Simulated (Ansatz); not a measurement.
The calculation used Ansatz, DFT PBE, scalar-relativistic, plane waves, PAW. Settings: cutoff 420 eV, Γ-centred meshes spaced at most about 0.3 Å⁻¹ (2π included), Gaussian smearing. No spin polarisation.

These are static total energies at zero pressure.

Compare these two cells of BaZr₂O₅, each relaxed at this level.

A. Space group I4_1/amd (No. 141), tetragonal, a = 4.160 Å, c = 27.127 Å. Around Ba lie 4 O at 2.77 Å, 4 O at 2.94 Å, 4 O at 3.22 Å and 8 Zr at 3.62 Å; Zr is surrounded by 6 O at 2.10–2.20 Å, 2 Zr at 3.29 Å and 4 Ba at 3.62 Å; around O on a site of symmetry -4m2 lie 2 Zr at 2.12 Å, 4 O at 2.77 Å and 4 Ba at 2.94 Å; O on a site of symmetry 2mm has 2 Zr at 2.10 Å, 2 Ba at 2.77 Å and 2 O at 2.77 Å; around O on a second site of symmetry 2mm lie 3 Zr at 2.11–2.20 Å, 2 O at 2.79 Å, 4 O at 3.01 Å, 2 Ba at 3.22 Å and 4 O at 3.22–3.25 Å.

B. Space group Cmmm (No. 65), orthorhombic, a = 4.218 Å, b = 13.458 Å, c = 4.127 Å. Around Ba lie 8 O at 2.81–2.95 Å, 4 O at 3.17 Å and 8 Zr at 3.63 Å; Zr has 6 O at 2.08–2.21 Å, 2 Zr at 3.27 Å and 4 Ba at 3.63 Å; O on a site of symmetry mmm has 2 Zr at 2.11 Å, 4 O at 2.78 Å and 4 Ba at 2.95 Å; O on a site of symmetry m2m has 2 Zr at 2.08 Å, 2 O at 2.78 Å and 2 Ba at 2.81 Å; O on a second site of symmetry m2m is surrounded by 3 Zr at 2.13–2.21 Å, 6 O at 2.85–3.00 Å and 2 Ba at 3.17 Å.

Question: Which form is favoured at zero pressure, and by what margin per atom?

Answer: A is lower, by 15 meV/atom. A has space group I4_1/amd (No. 141), 14.7 Å³/atom and a gap of 3.13 eV on its mesh; B has space group Cmmm (No. 65), 14.6 Å³/atom and a gap of 2.80 eV. Counting O atoms around Ba and Zr (those within 1.25 times the shortest such distance or 1.15 times the sum of covalent radii, 1.27 where that leaves under three; a plus sign parts nearer from farther groups), A has Ba 8+4, Zr 6 and B has Ba 12, Zr 6. Both come from invented guesses.

Kohn–Sham gaps at this level usually fall short of measured ones. Cells relaxed within their symmetry can be saddle points.
